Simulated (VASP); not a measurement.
Crystal: PbS.

```
Pb S
1.0
     0.00000    2.98809    2.98809
     2.98809    0.00000    2.98809
     2.98809    2.98809    0.00000
Pb S
1 1
Direct
  0.50000 0.50000 0.50000
  0.00000 0.00000 0.00000
```

The cell is a database's computed one.

- Program: VASP 6.6.1
- Task: relaxation of cell and atoms
- Functional: LDA
- Potentials or basis: VASP PAW LDA potentials, release 64 (Pb_d, S)
- Cutoff: 600 eV
- k mesh: 10 × 10 × 10
- Occupations: gaussian, width 0.02 eV
- Spin: no spin polarisation

At the start: pressure -3.6 GPa; volume 26.68 Å³/atom.

**Question.** Where does the relaxation end?

**Answer.** Over 3 steps the energy falls by 19.8 meV/atom and the volume is 25.01 Å³/atom (-6.3 %); space group Fm-3m (No. 225, to 0.05 Å).

The path:
| step | energy change (eV) | largest force (eV/Å) | pressure (GPa) | volume (Å³) |
| --- | --- | --- | --- | --- |
| 1 | 0.0000 | 0.0000 | -3.63 | 53.36 |
| 2 | -0.0338 | 0.0000 | 1.58 | 48.83 |
| 3 | -0.0397 | 0.0000 | 0.03 | 50.02 |

Final structure:
```yaml
crystal:
  lattice:
    - [0.00000, 2.92443, 2.92443]
    - [2.92443, 0.00000, 2.92443]
    - [2.92443, 2.92443, 0.00000]
  atoms:
    - { symbol: Pb, position: [0.50000, 0.50000, 0.50000] }
    - { symbol: S, position: [0.00000, 0.00000, 0.00000] }
```
